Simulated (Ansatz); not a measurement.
The calculation used DFT PBE, scalar-relativistic, plane waves, PAW (Ansatz 0.2.0). All cells share a 420 eV cutoff and Γ-centred k meshes spaced at most about 0.3 Å⁻¹ (about 0.25 or finer for metals, 2π included). No spin polarisation.

These are static total energies at zero pressure.

**Question.** Which of these relaxed structures of NbP is the lowest in energy?
A.

```cif
data_structure
_symmetry_space_group_name_H-M 'P-6m2'
_symmetry_Int_Tables_number 187
_cell_length_a 3.3297
_cell_length_b 3.3297
_cell_length_c 3.3417
_cell_angle_alpha 90.000
_cell_angle_beta 90.000
_cell_angle_gamma 120.000
_cell_volume 32.09
loop_
_atom_site_label
_atom_site_type_symbol
_atom_site_symmetry_multiplicity
_atom_site_Wyckoff_symbol
_atom_site_fract_x
_atom_site_fract_y
_atom_site_fract_z
_atom_site_occupancy
Nb1 Nb 1 b 0.00000 0.00000 0.50000 1
P1 P 1 e 0.66667 0.33333 0.00000 1
```

B.

```cif
data_structure
_symmetry_space_group_name_H-M 'F-43m'
_symmetry_Int_Tables_number 216
_cell_length_a 5.5850
_cell_length_b 5.5850
_cell_length_c 5.5850
_cell_angle_alpha 90.000
_cell_angle_beta 90.000
_cell_angle_gamma 90.000
_cell_volume 174.21
loop_
_atom_site_label
_atom_site_type_symbol
_atom_site_symmetry_multiplicity
_atom_site_Wyckoff_symbol
_atom_site_fract_x
_atom_site_fract_y
_atom_site_fract_z
_atom_site_occupancy
Nb1 Nb 4 a 0.00000 0.00000 0.00000 1
P1 P 4 c 0.25000 0.25000 0.25000 1
```

**Answer.** A. The other, B, lies 0.94 eV/atom higher. Forms: A tungsten carbide type, P-6m2; B zinc blende type, F-43m. Counting P atoms around Nb (those within 1.25 times the shortest such distance or 1.15 times the sum of covalent radii, 1.27 where that leaves under three): A has Nb 6; B has Nb 4. Both come from invented guesses. Shaken at random and relaxed again, A came back. The lowest form computed isn't among them: it has space group I4_1md (No. 109), 16.0 Å³/atom, is reached from a Materials Project cell and lies 12 meV/atom below the best shown.

Cells without such a test can be saddle points. Some candidate types were left out of the draw beforehand, so a known form may be missing.
